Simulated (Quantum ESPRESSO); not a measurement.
Here is a Quantum ESPRESSO 7.5 calculation.

File pw.in:

```
&CONTROL
  calculation = 'vc-relax'
  prefix = 'pwscf'
  outdir = './tmp'
  pseudo_dir = './pseudo'
  tprnfor = .true.
  tstress = .true.
  disk_io = 'low'
  nstep = 40
  forc_conv_thr = 0.0004
  etot_conv_thr = 1d-05
/
&SYSTEM
  ibrav = 0
  nat = 2
  ntyp = 1
  ecutwfc = 64
  ecutrho = 515
  nbnd = 28
  occupations = 'smearing'
  smearing = 'fd'
  degauss = 0.00367493
/
&ELECTRONS
  conv_thr = 4d-10
  electron_maxstep = 120
  mixing_beta = 0.5
/
&IONS
  ion_dynamics = 'bfgs'
/
&CELL
  cell_dynamics = 'bfgs'
  press = 0
  press_conv_thr = 0.3
/
ATOMIC_SPECIES
Zn    65.3800 zn_pbesol_v1.uspp.F.UPF
CELL_PARAMETERS angstrom
   2.6700000000    0.0000000000    0.0000000000
  -1.3350000000    2.3122878281    0.0000000000
   0.0000000000    0.0000000000    4.9660000000
ATOMIC_POSITIONS crystal
Zn     0.6666666667    0.3333333333    0.7500000000
Zn     0.3333333333    0.6666666667    0.2500000000
K_POINTS automatic
11 11 6 0 0 0
```

Potentials or basis: GBRV 1.5 PBEsol.

Run with:

```sh
$ OMP_NUM_THREADS=1 mpirun -n 2 pw.x -nk 2 -in pw.in > pw.out
```

(1) Estimate the space group after relaxing (to 0.05 Å).

(2) Estimate the relaxed cell.

Answers

(1) P6_3/mmc (No. 194).

(2) a = 2.692 Å, b = 2.692 Å, c = 4.438 Å, α = 90.00°, β = 90.00°, γ = 120.00°.
